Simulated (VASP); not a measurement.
PbSe:

```
Pb Se
1.0
     0.00000    3.05226    3.05226
     3.05226    0.00000    3.05226
     3.05226    3.05226    0.00000
Pb Se
1 1
Direct
  0.00000 0.00000 0.00000
  0.50000 0.50000 0.50000
```

Base run:

- Program: VASP 6.6.1
- Functional: TB-mBJ
- Potentials or basis: VASP PAW PBE potentials, release 64 (Pb_d, Se)
- Cutoff: 520 eV
- k mesh: 10 × 10 × 10
- Occupations: gaussian, width 0.03 eV
- Spin: no spin polarisation

Its results: band gap on the k mesh 0.83 eV, direct.

Q: The run is repeated on the same cell with these changes: functional from TB-mBJ to PBEsol. What comes out?

A: Band gap on the k mesh 0.17 eV, direct.

Caveats: spin-orbit coupling is left out, which as a rule narrows the gap of such compounds by several tenths of an eV.
